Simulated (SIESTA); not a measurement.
**MoS2 under changes of volume**

One of the cells (50.735 Å³/atom); the others are scaled copies at fixed shape and fractional positions:

```xyz
3
Lattice="3.1841 0.0000 0.0000 -1.5921 2.7575 0.0000 0.0000 0.0000 17.3346" Properties=species:S:1:pos:R:3 pbc="T T T"
Mo    0.0000    0.0000    0.0000
S     0.0000    1.8384   15.7833
S     0.0000    1.8384    1.5513
```

* Program: SIESTA 5.4.2
* Functional: LDA
* Potentials or basis: PseudoDojo 0.4 standard (LDA files)
* Basis: DZP (energy shift 0.003 Ry; two zetas on semicore shells)
* Grid cutoff: 800 Ry
* Energy shift: 0.003 Ry
* k mesh: 10 × 10 × 2
* Occupations: fermi-dirac, width 0.05 eV
* Spin: no spin polarisation

| volume (Å³/atom) | energy over the lowest point (meV/atom) | gap on the mesh (eV) | largest force (eV/Å) |
| --- | --- | --- | --- |
| 47.690 | ? | ? | ? |
| 48.705 | 4.88 | 1.83 | 0.748 |
| 49.720 | 0.00 | 1.77 | 0.360 |
| 50.735 | 2.51 | 1.71 | 0.000 |
| 51.749 | 11.68 | 1.66 | 0.332 |
| 52.764 | 26.84 | 1.61 | 0.639 |
| 53.779 | 47.30 | 1.56 | 0.920 |

What does the run at 47.690 Å³/atom give?

Energy over the lowest point 18.04 meV/atom; gap on the mesh 1.89 eV; largest force 1.169 eV/Å.

Worked out: A Birch-Murnaghan fit of order 3 (a polynomial in V^(-2/3)) to the other rows has its minimum at 49.86 Å³/atom with B0 = V·E''(V) = 57 GPa and B' = 4.4 at fixed shape and positions, which overstates the stiffness. It gives 18.07 meV/atom at 47.690 Å³/atom, against the run's 18.04. A straight line through the other rows of the gap, of slope -2.71 eV per unit of ln V, extrapolates to 1.88 eV, against the run's 1.89.

Energies are extrapolated to zero smearing.

Caveats: the basis of atomic orbitals isn't converged, which shifts pressures, moduli and gaps.

A mesh can miss the band edges. Spin-orbit coupling on Mo is left out.
